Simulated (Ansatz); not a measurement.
**What CsPbCl3 in I4/mcm, a phase reached by a soft mode distorts into**

Aim: this structure of CsPbCl3 in I4/mcm, a phase reached by a soft mode is to be tested for unstable modes, and one is followed downhill.

Calculated with Ansatz 0.2.0; DFT PBEsol, scalar-relativistic, plane waves, PAW; PAW set soft_1.

The structure was built from a prototype and need not be the compound's stable phase.

## 1. The structure

Symmetry: I4/mcm, No. 140, tetragonal system. Conventional cell: a = 7.775 Å, b = 7.775 Å, c = 11.384 Å, α = 90.00°, β = 90.00°, γ = 90.00°. Nearest to Cs lie 12 Cl at 3.51 to 4.47 Å. Nearest to Pb lie 6 Cl at 2.84 to 2.85 Å. Cl has 2 Pb at 2.84 Å and 4 Cs at 3.51 to 4.47 Å nearest. Cl has 2 Pb at 2.85 Å and 4 Cs at 3.89 Å nearest. Farther neighbours and most contacts between anions are not listed.

## 2. Zone-centre response

This phase was reached earlier by freezing in an unstable mode of a structure of higher symmetry and relaxing. Its zone-centre modes can show that it is still unstable.

File input.yaml:

```yaml
crystal:
  lattice:
    - [-3.8875140237, 3.8875140237, 5.6922219697]
    - [3.8875140237, -3.8875140237, 5.6922219697]
    - [3.8875140237, 3.8875140237, -5.6922219697]
  atoms:
    - { symbol: Cs, position: [0.75, 0.25, 0.5] }
    - { symbol: Cs, position: [0.25, 0.75, 0.5] }
    - { symbol: Pb, position: [0.0, 0.0, 0.0] }
    - { symbol: Pb, position: [0.5, 0.5, 0.0] }
    - { symbol: Cl, position: [0.8137468842, 0.3137468842, 0.1274937684] }
    - { symbol: Cl, position: [0.1862531158, 0.6862531158, 0.8725062316] }
    - { symbol: Cl, position: [0.25, 0.25, 0.0] }
    - { symbol: Cl, position: [0.75, 0.75, 0.0] }
    - { symbol: Cl, position: [0.3137468842, 0.1862531158, 0.5] }
    - { symbol: Cl, position: [0.6862531158, 0.8137468842, 0.5] }
kpoints:
  mp_grid: { grid: [6, 6, 6] }
hamiltonian:
  xc: pbesol
  pseudopotentials: { kind: paw, azcp: { folder: soft_1 }, xc_functional: pbe }
scf:
  occupations: { method: fixed }
output:
  eigenvalues: true
phonons:
  method: dfpt
  dielectric: true
  rigid_motions: translations
```

On the command line:

```sh
$ ansatz run input.yaml --threads 4 --pin off --max-ram 16384MiB --backend cpu --events-out ev --progress --plain --runs-dir out
```

Numbers of over 12 decimals in the logs are rounded to 6 here.

Output:

```text
Engine: ansatz 0.2.0, aarch64-unknown-linux-gnu
Pseudopotentials: kind: paw
Pseudopotential: Cs, paw, valence charge 9, recommended cutoff 420 eV (normal), soft_1/Cs.paw.azcp
Pseudopotential: Pb, paw, valence charge 14, recommended cutoff 420 eV (normal), soft_1/Pb.paw.azcp
Pseudopotential: Cl, paw, valence charge 7, recommended cutoff 420 eV (normal), soft_1/Cl.paw.azcp
Functional definition: PBEsol
  exchange = pbesol_x
  correlation = pbesol_c
Crystal: 10 atoms, lattice volume = 344.101 Å³
Basis set: ecut = 420 eV, 6695 PW (Γ), exchange–correlation on 108×108×108 points (8 copies of the dense FFT grid, shifted against one another)
Bands: 54, of which v1, the nominal top of the filled ones, is band 44 counted from 1 (43 counted from 0)
Symmetry: 16 space group operations
k-points: 112 of 216 (irreducible under 1 space group operation, time reversal used)
Non-local potential: Cs, projectors of the file, l = 0: 3, l = 1: 2, l = 2: 2, l = 3: 2
Non-local potential: Pb, projectors of the file, l = 0: 2, l = 1: 2, l = 2: 2, l = 3: 1
Non-local potential: Cl, projectors of the file, l = 0: 2, l = 1: 2, l = 2: 1
PAW form: soft (Blöchl's): semilocal exchange-correlation on the pseudo side does not see the compensation charge
PAW frozen core: Cs, regenerated for the run's functional, and the local potential with it (the file was generated under x = pbe(κ = 0.804, μ = 0.219515), c = pbe(β = 0.066725))
PAW frozen core: Pb, regenerated for the run's functional, and the local potential with it (the file was generated under x = pbe(κ = 0.804, μ = 0.219515), c = pbe(β = 0.066725))
PAW frozen core: Cl, regenerated for the run's functional, and the local potential with it (the file was generated under x = pbe(κ = 0.804, μ = 0.219515), c = pbe(β = 0.066725))
PAW one-centre angular grid: Cs, 194 points (default); XC on 64 Gauss nodes
PAW one-centre angular grid: Pb, 590 points (default); XC on 64 Gauss nodes
PAW one-centre angular grid: Cl, 110 points (default); XC on 64 Gauss nodes
Initial density: superposition of atomic densities (chi_scale 0.1, normalization cell, long waves kept (reshape's long-wave potential 0.00 eV rms))
Initial wavefunctions: pseudopotential atomic-orbital guess
Functional: x = pbesol(κ = 0.804, μ = 0.123457), c = pbesol(β = 0.046)
SCF iter   1: F=—  HF=-41068.563617 eV  |F-HF|=—  |Δ(HF+E_count)|=         —  Δρ=2.50e-2  dr2=5.12e0  ethr=3.10e-3  ⟨swp⟩=6.0  Hψ=22824  notcnv=0  defer=755
preconditioner: auto → Resta (q_TF=auto, 2.174 Å⁻¹)  ε∞=3.1  [insulator: Δε(μ)=1.819 eV  Ē_g=12.788 eV  n_scr=58 (ndim 8)  ℏωp=18.3 eV  f_vac=0.011  ε∞_Penn≈3.1]
SCF iter   2: F=—  HF=-41066.861282 eV  |F-HF|=—  |Δ(HF+E_count)|=    1.70e0  Δρ=1.15e-2  dr2=1.56e0  ethr=3.10e-3  ⟨swp⟩=3.7  Hψ=11364  notcnv=0  defer=755
SCF iter   3: F=—  HF=-41066.136582 eV  |F-HF|=—  |Δ(HF+E_count)|=   7.25e-1  Δρ=3.44e-3  dr2=9.90e-2  ethr=1.77e-3  ⟨swp⟩=4.1  Hψ=11800  notcnv=0  defer=858
SCF iter   4: F=—  HF=-41066.107203 eV  |F-HF|=—  |Δ(HF+E_count)|=   2.94e-2  Δρ=1.21e-3  dr2=6.89e-3  ethr=1.12e-4  ⟨swp⟩=3.6  Hψ=10880  notcnv=0  defer=866
SCF iter   5: F=—  HF=-41066.109631 eV  |F-HF|=—  |Δ(HF+E_count)|=   2.43e-3  Δρ=2.11e-4  dr2=1.72e-4  ethr=7.83e-6  ⟨swp⟩=3.7  Hψ=8961  notcnv=0  defer=895
SCF iter   6: F=—  HF=-41066.109861 eV  |F-HF|=—  |Δ(HF+E_count)|=   2.30e-4  Δρ=3.61e-5  dr2=5.66e-6  ethr=1.96e-7  ⟨swp⟩=2.0  Hψ=10428  notcnv=0  defer=895
SCF iter   7: F=—  HF=-41066.109794 eV  |F-HF|=—  |Δ(HF+E_count)|=   6.72e-5  Δρ=1.68e-5  dr2=1.45e-6  ethr=6.43e-9  ⟨swp⟩=2.0  Hψ=9627  notcnv=0  defer=851
SCF iter   8: F=—  HF=-41066.109794 eV  |F-HF|=—  |Δ(HF+E_count)|=   8.96e-9  Δρ=3.02e-6  dr2=5.14e-8  ethr=1.65e-9  ⟨swp⟩=2.0  Hψ=9133  notcnv=0  defer=851
SCF iter   9: F=—  HF=-41066.109794 eV  |F-HF|=—  |Δ(HF+E_count)|=   8.63e-8  Δρ=8.44e-7  dr2=5.17e-9  ethr=5.85e-11  ⟨swp⟩=2.0  Hψ=8366  notcnv=0  defer=851
SCF iter  10: F=—  HF=-41066.109794 eV  |F-HF|=—  |Δ(HF+E_count)|=   8.00e-9  Δρ=2.37e-7  dr2=2.35e-10  ethr=5.88e-12  ⟨swp⟩=2.0  Hψ=10480  notcnv=0  defer=851
SCF iter  11: F=-41066.109794 eV  HF=-41066.109794 eV  |F-HF|=2.18e-11  |Δ(HF+E_count)|=  3.35e-10  Δρ=6.75e-8  dr2=1.65e-11  ethr=1.00e-12  ⟨swp⟩=21.4  Hψ=50995  notcnv=0
SCF 1 converged in 11 iterations: F = -41066.109794 eV  dr2 = 1.65e-11
  greatest PAW one-centre occupation: 0.982 electrons in one spin orbital (limit 2), on the Pb atom at site 2 (counted from 0), in its partial waves of l = 2
NSCF: frozen V_eff on 4 k-points
DFPT response loops at Γ: preconditioner auto → Resta (q_TF=auto, 2.174 Å⁻¹)  ε∞=5.4 (no band partly filled); β = 1.00, the filter's whole step (`scf.mixing.beta` (0.50) is not read by the response loops at its default; to damp them type it under 1.00, their step now; it binds the ground state too); Broyden in place of MSR1
── the response to a field inside a basis, on 6×6×6 k-points: an SCF that follows is theirs, and a resumed run solves both again ──
Bands: 45, of which v1, the nominal top of the filled ones, is band 44 counted from 1 (43 counted from 0)
k-points: 28 of 216
Initial density: handed on by an earlier stage of this run
Initial wavefunctions: pseudopotential atomic-orbital guess (no wavefunctions were taken with the density)
Eigensolver: Dense (28 Hₖ)
SCF iter   1: F=—  HF=-41065.709979 eV  |F-HF|=—  |Δ(HF+E_count)|=         —  Δρ=4.30e-4  dr2=2.38e-4  ethr=1.00e-1
preconditioner: auto → Resta (q_TF=auto, 2.174 Å⁻¹)  ε∞=3.7  [insulator: Δε(μ)=2.279 eV  Ē_g=11.258 eV  n_scr=58 (ndim 8)  ℏωp=18.3 eV  f_vac=0.067  ε∞_Penn≈3.7]
SCF iter   2: F=—  HF=-41065.710063 eV  |F-HF|=—  |Δ(HF+E_count)|=   8.35e-5  Δρ=2.27e-4  dr2=8.02e-5  ethr=2.70e-7
SCF iter   3: F=—  HF=-41065.710105 eV  |F-HF|=—  |Δ(HF+E_count)|=   4.18e-5  Δρ=2.69e-5  dr2=2.77e-6  ethr=9.11e-8
SCF iter   4: F=—  HF=-41065.710107 eV  |F-HF|=—  |Δ(HF+E_count)|=   1.96e-6  Δρ=7.86e-6  dr2=3.63e-7  ethr=3.15e-9
SCF iter   5: F=-41065.710107 eV  HF=-41065.710107 eV  |F-HF|=1.64e-8  |Δ(HF+E_count)|=   6.02e-7  Δρ=1.43e-6  dr2=1.66e-8  ethr=4.13e-10
SCF 1 converged in 5 iterations: F = -41065.710107 eV  dr2 = 1.66e-8
DFPT response loops at Γ: preconditioner auto → Resta (q_TF=auto, 2.174 Å⁻¹)  ε∞=5.1 (no band partly filled); β = 1.00, the filter's whole step (`scf.mixing.beta` (0.50) is not read by the response loops at its default; to damp them type it under 1.00, their step now; it binds the ground state too); Broyden in place of MSR1
SCF converged after 11 iterations
Free energy (F): -41066.109794 eV
Harris-Foulkes:  -41066.109794 eV  (|F-HF|=2.18e-11)
Internal energy: -41066.109794 eV  (E = F + TS)
E sigma→0 (E₀):  -41066.109794 eV
Fermi energy:    3.810947 eV
--- Per-component energies (eV) ---
  E_band       = -457.618222
  E_kinetic    = 1785.642476
  E_local      = -5036.104010  (includes V_loc(G=0)·N_el)
  E_nonlocal   = 851.962185
  E_hartree    = 1877.403309
  E_xc         = -1405.446436
  E_vxc        = -1249.847302  (∫ρ·V_xc dr)
  E_paw        = -34282.590245  (= ΣΔE_a)
  E_vpaw       = -564.079064  (= ΣTr[D̂ρ^β])
  E_aug_tail   = 0.000652  (compensation charges beyond the density's cutoff)
  E_ewald      = -4857.860987
  E_core_change = 0.883262  (= ΣΔE_core)
  E_smearing   = -0.000000  (= −TS)
  E_closure    = -0.000000  (closes the sum)
  Σ components = -41066.109794   (vs F -41066.109794, Δ=0.00e0)
--- Band table (eV; the first three rows and the last of 112) ---
  k-point 0: bands = [... 40 lower, 1.8423, 1.8704, 1.8704, 3.8109, 5.8968, 6.1701, 6.1701, 7.6849, ... 6 higher]
  k-point 1: bands = [... 40 lower, 1.7781, 1.8795, 1.9610, 3.4880, 6.0131, 6.2452, 6.8754, 7.9571, ... 6 higher]
  k-point 2: bands = [... 40 lower, 1.7093, 1.8926, 2.0232, 3.1678, 6.2471, 6.4239, 7.5638, 8.0630, ... 6 higher]
  k-point 111: bands = [... 40 lower, 1.7306, 1.8083, 2.4949, 3.0978, 6.5646, 6.5646, 6.8109, 8.7580, ... 6 higher]
--- Phonons (Γ-DFPT): 8 representative perturbations + reference, on 112 of 216 k-points (Σ response iterations 26) ---
  k mesh reduced under 1 symmetry operation, with k and −k counted as one. Each operation leaves every solved perturbation unchanged. A smaller set is not considered because the run solves the response to a homogeneous field
  ASR residual: 3.989e-5 → 0.000e0 eV/Å²; symmetrization residual: 1.828e-5 eV/Å²
  ASR residual per site (eV/Å²): 3.99e-5 3.99e-5 2.86e-5 2.86e-5 2.93e-5 2.93e-5 1.78e-5 1.78e-5 2.93e-5 2.93e-5
  Γ frequencies (cm⁻¹): -17.39 -17.39 0.00 0.00 0.00 27.92 27.92 47.05 47.05 48.16 52.16 52.33 52.33 60.74 60.74 78.41 80.03 82.71 92.35 92.87 92.87 101.55 101.55 106.73 112.30 115.67 115.67 200.74 201.40 246.12
  ε∞ (high-frequency dielectric tensor):
        3.809290     0.000000    -0.000000
        0.000000     3.809290    -0.000000
       -0.000000    -0.000000     4.115301
  softest optical mode at Γ: -17.39 cm⁻¹; the repairs (sum rule, projections) moved no ω² at Γ by more than (2.12 cm⁻¹)²
  Born effective charges Z* (e; rows j = field, columns β = displacement):
    site 0:
         1.24753    0.00000    0.00000
        -0.00000    1.24753    0.00000
         0.00000   -0.00000    1.43286
    site 1:
         1.24753    0.00000   -0.00000
        -0.00000    1.24753   -0.00000
         0.00000    0.00000    1.43286
    site 2:
         3.75449    0.42285    0.00000
        -0.42285    3.75449    0.00000
         0.00000    0.00000    3.84696
    site 3:
         3.75449   -0.42285   -0.00000
         0.42285    3.75449    0.00000
        -0.00000   -0.00000    3.84696
    site 4:
        -2.12081    1.32586    0.00000
         1.32586   -2.12081    0.00000
        -0.00000   -0.00000   -0.78157
    site 5:
        -2.12081    1.32586    0.00000
         1.32586   -2.12081    0.00000
        -0.00000   -0.00000   -0.78157
    site 6:
        -0.76040    0.00000   -0.00000
        -0.00000   -0.76040   -0.00000
        -0.00000   -0.00000   -3.71668
    site 7:
        -0.76040    0.00000   -0.00000
        -0.00000   -0.76040   -0.00000
         0.00000    0.00000   -3.71668
    site 8:
        -2.12081   -1.32586   -0.00000
        -1.32586   -2.12081   -0.00000
        -0.00000    0.00000   -0.78157
    site 9:
        -2.12081   -1.32586    0.00000
        -1.32586   -2.12081   -0.00000
        -0.00000   -0.00000   -0.78157
  Z* charge neutrality: 2.793e-2 e pre-enforcement
  solved inside a basis spanned on kpoints, on 6×6×6 k-points, its susceptibility summed on 10×10×12: ε∞ is read to err by 1.0e-2, Z* by 2.2e-2 e (field_mesh: kpoints solves on kpoints); Z* is corrected for what the basis lacks
  optical modes at Γ without the LO–TO term, one row a degenerate level:
      ω (cm⁻¹)  modes    IR ((D/Å)²/amu)
        -17.39      2             0.0000
         27.92      2             1.4721
         47.05      2             0.0000
         48.16      1             0.0005
         52.16      1             0.0000
         52.33      2             0.3685
         60.74      2             2.6679
[...]
optical modes at Γ + LO–TO along q̂ = [1.0000, 0.0000, 0.0000]:
      ω (cm⁻¹)  modes    IR ((D/Å)²/amu)
[...]
optical modes at Γ + LO–TO along q̂ = [0.0000, 1.0000, 0.0000]:
      ω (cm⁻¹)  modes    IR ((D/Å)²/amu)
[...]
optical modes at Γ + LO–TO along q̂ = [0.0000, 0.0000, 1.0000]:
      ω (cm⁻¹)  modes    IR ((D/Å)²/amu)
[...]
78.41      1             0.0000
         80.03      1             0.0000
         85.98      1             0.0476
         92.35      1             0.0000
         92.87      2             0.0000
        101.55      2             0.1197
        106.73      1             0.0000
        115.67      2            36.8852
        200.74      1             0.0000
        201.40      1             0.0000
        218.11      1            23.5308
        246.12      1             0.0000
```

Run time: 19 min. Hardware: 4 threads of Arm Neoverse V1, shared host; peak memory 8.1 GiB.

This step gave:

```yaml
gap_on_the_k_mesh: 2.086 eV
volume_per_atom: 34.41 Å³
sum_rule_residual_before_enforcement: 3.99e-5 eV/Å²
miss_of_the_charge_sum_rule: 0.02793 e
estimated_error_of_the_dielectric_tensor: 0.01017
estimated_error_of_the_born_charges: 0.02249 e
point_group: 4/mmm
highest_optical_mode_at_the_zone_centre_no_lo_to_term: 246.1 cm⁻¹
lowest_optical_zone_centre_mode: -17.39 cm⁻¹
mean_high_frequency_dielectric_constant: 3.911
largest_born_charge_third_of_the_trace: 3.785 e
top_of_the_zone_centre_spectrum_with_the_field: 246.1 cm⁻¹
```

Without the LO-TO term. Patterns of degenerate modes are one choice out of their space. The modes at Γ (shares of kinetic energy by element, %) (negative means imaginary):

```tsv
mode	frequency (cm⁻¹)	symmetry	Cs %	Pb %	Cl %
1	-17.4	Eg	41	0	59
2	-17.4	Eg	41	0	59
3	0.0	acoustic	30	46	24
4	0.0	acoustic	30	46	24
5	0.0	acoustic	30	46	24
6	27.9	Eu	56	13	31
7	27.9	Eu	56	13	31
8	47.0	Eg	59	0	41
9	47.0	Eg	59	0	41
10	48.2	A2u	52	39	9
11	52.2	B2g	99	0	1
12	52.3	Eu	12	19	69
13	52.3	Eu	12	19	69
14	60.7	Eu	3	34	63
15	60.7	Eu	3	34	63
16	78.4	B1u	0	0	100
17	80.0	A1g	0	0	100
18	82.7	A2u	18	3	79
19	92.3	A1u	0	100	0
20	92.9	Eg	0	0	100
21	92.9	Eg	0	0	100
22	101.5	Eu	0	70	30
23	101.5	Eu	0	70	30
24	106.7	B2g	1	0	99
25	112.3	A2u	0	12	88
26	115.7	Eu	0	17	83
27	115.7	Eu	0	17	83
28	200.7	A2g	0	0	100
29	201.4	B1g	0	0	100
30	246.1	A2g	0	0	100
```

Displacements in mode 1 (-17.4 cm⁻¹), the largest set to 1:
```
Cs1  0.04  0.52  0.00
Cs2 -0.04 -0.52  0.00
Pb3  0.00  0.00  0.00
Pb4  0.00  0.00  0.00
Cl5  0.00  0.00 -0.50
Cl6  0.00  0.00  0.50
Cl7  0.07 -1.00  0.00
Cl8 -0.07  1.00  0.00
Cl9  0.00  0.00  0.43
Cl10 0.00  0.00 -0.43
```

Displacements in mode 28 (200.7 cm⁻¹), the largest set to 1:
```
Cs1  0.00  0.00  0.00
Cs2  0.00  0.00  0.00
Pb3  0.00  0.00  0.00
Pb4  0.00  0.00  0.00
Cl5  0.37 -0.37  0.00
Cl6 -0.37  0.37  0.00
Cl7  0.00  0.00 -1.00
Cl8  0.00  0.00  1.00
Cl9  0.37  0.37  0.00
Cl10-0.37 -0.37  0.00
```

Before it was imposed, the acoustic sum rule was missed by 4.0e-5 eV/Å² and the charge sum rule by 0.028 e. Small misses are needed for a sound result but don't prove that mesh and cutoff are converged. The lowest optical mode is imaginary, 17.4i cm⁻¹, so the energy falls along it.

## 3. The mode frozen in, largest atomic shift 0 Å

The mode followed lies at Γ with frequency 17.4i cm⁻¹ and is 2-fold degenerate, the softest among the wavevectors solved. At small amplitude the distorted cell has space group no. 12 by a symmetry search on the positions. The undistorted cell that holds it gives the zero of energy on the same k mesh.

Changes to input.yaml since step 2:

```diff
@@ -22,8 +22,6 @@
 scf:
-  occupations: { method: fixed }
+  occupations: { method: gaussian, width: 0.02 }
 output:
+  forces: true
+  stress: true
   eigenvalues: true
-phonons:
-  method: dfpt
-  dielectric: true
-  rigid_motions: translations
```

Output:

```text
[...]
Crystal: 10 atoms, lattice volume = 344.101 Å³
Basis set: ecut = 420 eV, 6695 PW (Γ), exchange–correlation on 108×108×108 points (8 copies of the dense FFT grid, shifted against one another)
Bands: 54, of which v1, the nominal top of the filled ones, is band 44 counted from 1 (43 counted from 0)
Symmetry: 16 space group operations
[...]
k-points: 30 of 216
[...]
k-point 0: bands = [... 40 lower, 1.8423, 1.8704, 1.8704, 3.8110, 5.8968, 6.1701, 6.1701, 7.6849, ... 3 higher]
  k-point 1: bands = [... 40 lower, 1.7781, 1.8795, 1.9610, 3.4880, 6.0132, 6.2452, 6.8754, 7.9572, ... 3 higher]
  k-point 2: bands = [... 40 lower, 1.7093, 1.8926, 2.0232, 3.1678, 6.2471, 6.4240, 7.5638, 8.0630, ... 3 higher]
  k-point 29: bands = [... 40 lower, 1.7306, 1.8083, 2.4949, 3.0978, 6.5646, 6.5646, 6.8109, 8.7580, ... 3 higher]
[key lines of the parts left out:]
SCF converged after 8 iterations
Free energy (F): -41066.109794 eV
Fermi energy:    4.853873 eV
P = ⅓ Tr σ = -0.0041 GPa (-0.041 kbar)
```

Run time: 11 s. Hardware: 4 threads; peak memory 1 GiB; 44 s of CPU time.

Numbers from this step:

```yaml
pressure: -0.004057 GPa
energy_from_the_undistorted_cell: 0 meV/atom
```

At this level the gap is 2.09 eV on the k-mesh of the self-consistent run, which can miss the band edges.

## 4. The mode frozen in, largest atomic shift 0.22 Å

The atoms are moved along the unstable eigenvector, the largest shift by 0.22 Å, with the cell fixed.

input.yaml, the sections that differ from step 3:

```yaml
crystal:
  lattice:
    - [-3.8875140237, 3.8875140237, 5.6922219697]
    - [3.8875140237, -3.8875140237, 5.6922219697]
    - [3.8875140237, 3.8875140237, -5.6922219697]
  atoms:
    - { symbol: Cs, position: [0.7604084933, 0.2395915067, 0.5] }
    - { symbol: Cs, position: [0.2395915067, 0.7604084933, 0.5] }
    - { symbol: Pb, position: [0.0, 0.0, 0.0] }
    - { symbol: Pb, position: [0.5, 0.5, 0.0] }
    - { symbol: Cl, position: [0.8137468842, 0.3137468842, 0.1274937683] }
    - { symbol: Cl, position: [0.1862531158, 0.6862531158, 0.8725062316] }
    - { symbol: Cl, position: [0.229991906, 0.229991906, -0.040016188] }
    - { symbol: Cl, position: [0.770008094, 0.770008094, 0.040016188] }
    - { symbol: Cl, position: [0.3264582062, 0.1989644378, 0.5] }
    - { symbol: Cl, position: [0.6735417938, 0.8010355622, 0.5] }
# kpoints, hamiltonian, scf, output: as in step 3
```

Output:

```text
[...]
Crystal: 10 atoms, lattice volume = 344.101 Å³
Basis set: ecut = 420 eV, 6695 PW (Γ), exchange–correlation on 108×108×108 points (8 copies of the dense FFT grid, shifted against one another)
Bands: 54, of which v1, the nominal top of the filled ones, is band 44 counted from 1 (43 counted from 0)
Symmetry: 4 space group operations
[...]
k-points: 68 of 216
[...]
k-point 0: bands = [... 40 lower, 1.8047, 1.8483, 1.8862, 3.7652, 5.8886, 6.1604, 6.1609, 7.7153, ... 4 higher]
  k-point 1: bands = [... 40 lower, 1.7618, 1.8610, 1.9642, 3.4445, 6.0007, 6.2366, 6.8574, 7.9801, ... 4 higher]
  k-point 2: bands = [... 40 lower, 1.7095, 1.8789, 2.0206, 3.1235, 6.2254, 6.4208, 7.5236, 8.0349, ... 4 higher]
  k-point 67: bands = [... 40 lower, 1.7265, 1.8014, 2.4509, 3.0836, 6.5191, 6.5424, 6.8027, 8.7295, ... 4 higher]
[key lines of the parts left out:]
SCF converged after 8 iterations
Free energy (F): -41066.111219 eV
Fermi energy:    4.826868 eV
P = ⅓ Tr σ = -0.0050 GPa (-0.050 kbar)
```

Wall time 24 s (4 threads); peak memory 1.3 GiB; 95 s of CPU time.

This step gave:

```
pressure                         : -0.005044 GPa
gap on the k-mesh                : 2.123 eV
energy from the undistorted cell : -0.142 meV/atom
```

The energy, extrapolated to zero smearing, is -0.14 meV/atom against the undistorted cell.

The run ends at a pressure of -0.01 GPa, with forces up to 0.011 eV/Å.

## 5. Energy along the mode, all amplitudes (two of the runs are shown above)

An imaginary frequency means negative curvature, so the energy should fall and then rise again as anharmonic terms take over.

Numbers from this step:

```
depth at the lowest point sampled  : 0.142 meV/atom
largest atomic shift at that point : 0.22 Å
```

Table of energy from the parent by largest atomic shift:

```tsv
largest atomic shift (Å)	energy from the parent (meV/atom)
0.000	0
0.040	-0.015
0.080	-0.056
0.140	-0.136
0.220	-0.142
0.320	0.479
0.450	3.89
0.600	15.6
```

Displacement at unit largest shift by atom:

```tsv
atom	x (Å)	y (Å)	z (Å)	size
Cs1	-0.368	0.368	0.000	0.520
Cs2	0.368	-0.368	0.000	0.520
Pb3	0.000	0.000	0.000	0.000
Pb4	0.000	0.000	0.000	0.000
Cl5	0.000	0.000	0.000	0.000
Cl6	0.000	0.000	0.000	0.000
Cl7	-0.707	-0.707	0.000	1.000
Cl8	0.707	0.707	0.000	1.000
Cl9	0.000	0.000	0.658	0.658
Cl10	0.000	0.000	-0.658	0.658
```

The lowest of the steps tried is at 0.22 Å, 0.142 meV/atom below the parent; the bottom of the well need not coincide with a step.

(Part 1 of 2 ends here.)

[Logs are printed without paths, hosts, clocks, repeated set-up lines and the standing remarks that a program may print on its own settings, such as how far it seeks lower states.]

[Hosts, paths, dates, database ids (printed as entryN), source tags and the programs' standing remarks are cut or masked in the printed files.]
